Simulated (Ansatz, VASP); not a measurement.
# Sc: VASP beside Ansatz

Contents of INCAR:

```
PREC = Accurate
ENCUT = 520
EDIFF = 1E-6
ISMEAR = -1
SIGMA = 0.025
LREAL = F
LASPH = T
NELM = 150
ALGO = Normal
ISIF = 2
LWAVE = F
LCHARG = F
ISPIN = 2
MAGMOM = 1.02
LORBIT = 11
LMAXMIX = 4
LDAU = T
LDAUTYPE = 2
LDAUL = 2
LDAUU = 3
LDAUJ = 0
LDAUPRINT = 1
NBANDS = 16
```

File KPOINTS:

```
Automatic mesh
0
Gamma
  10 10 10
```

POSCAR

```
Sc
1.0
   -1.9299025810      1.9299025810      1.7289781858
    1.9299025810     -1.9299025810      1.7289781858
    1.9299025810      1.9299025810     -1.7289781858
Sc
1
Direct
    0.0000000000      0.0000000000      0.0000000000
```

The input input.yaml:

```yaml
crystal:
  lattice:
    - [-1.929902581, 1.929902581, 1.7289781858]
    - [1.929902581, -1.929902581, 1.7289781858]
    - [1.929902581, 1.929902581, -1.7289781858]
  atoms:
    - { symbol: Sc, position: [0.0, 0.0, 0.0], spin: 0.5 }
kpoints:
  mp_grid: { grid: [10, 10, 10] }
scf:
  occupations: { method: fermi_dirac, width: 0.025 }
hamiltonian:
  xc: lda
  pseudopotentials: { kind: all_electron, lapw: { basis_error: 0.001 } }
  hubbard:
    occupation_matrices:
      s0_up:
        matrix:
          - [0.98, 0.0, 0.0, 0.0, 0.0]
          - [0.0, 0.02, 0.0, 0.0, 0.0]
          - [0.0, 0.0, 0.02, 0.0, 0.0]
          - [0.0, 0.0, 0.0, 0.02, 0.0]
          - [0.0, 0.0, 0.0, 0.0, 0.02]
      s0_down:
        matrix:
          - [0.02, 0.0, 0.0, 0.0, 0.0]
          - [0.0, 0.02, 0.0, 0.0, 0.0]
          - [0.0, 0.0, 0.02, 0.0, 0.0]
          - [0.0, 0.0, 0.0, 0.02, 0.0]
          - [0.0, 0.0, 0.0, 0.0, 0.02]
    sites:
      - { site: 0, l: d, u_eff: 3, starting_ns: [{ spin: up, occupation_matrix: s0_up }, { spin: down, occupation_matrix: s0_down }] }
    double_counting: fll
    projectors: ortho-atomic
magnetization:
  spin_polarized: true
output:
  forces: true
  stress: true
  eigenvalues: true
  hubbard: {}
```

Change from the starting cell: volume scaled by 1.02.

Alike in both runs: task single point; functional LDA; k mesh 10 × 10 × 10; occupations fermi-dirac, width 0.025 eV; collinear spin; Hubbard terms Sc d U = 3.0 eV.

```csv
,VASP,Ansatz
version,VASP 6.6.1,Ansatz 0.2.0
potentials or method,"VASP PAW LDA potentials, release 64 (Sc_sv)","all-electron LAPW, scalar-relativistic"
plane-wave cutoff (eV),520,see its input
```

VASP gave:

| Quantity | Value |
| --- | --- |
| gap on the k mesh at the Fermi level (eV) | none |
| pressure (GPa) | -1.5 |
| largest component of the traceless stress (GPa) | 1.90 |
| net moment per atom (μB) | 0.09 |
| size of the moment on the site where the two differ most (μB) | 0.05 |

**Question.** What did Ansatz give for the same quantities?

**Answer.** gap on the k mesh at the Fermi level (eV): none; pressure (GPa): -0.4; largest component of the traceless stress (GPa): 1.21; net moment per atom (μB): 1.18; size of the moment on the site where the two differ most (μB): 0.93.

The net moments differ so much that the two runs ended in different magnetic states, which moves the other rows too. Site moments also hang on the region over which each program counts them. The programs project onto different local orbitals, so the same U acts differently. A gap of «none» marks a metal or a gap that the smearing closes. Ansatz ran all-electron here, so the differences hold the error of VASP's frozen core and of both bases.

Caveats: the U is typed as a test and isn't derived for this compound; the typed start of the occupations wasn't kept (Ansatz); U is the effective U less J, on atomic orbitals that reach past the spheres (Ansatz). The state reached can hang on the start; a lower one may exist.
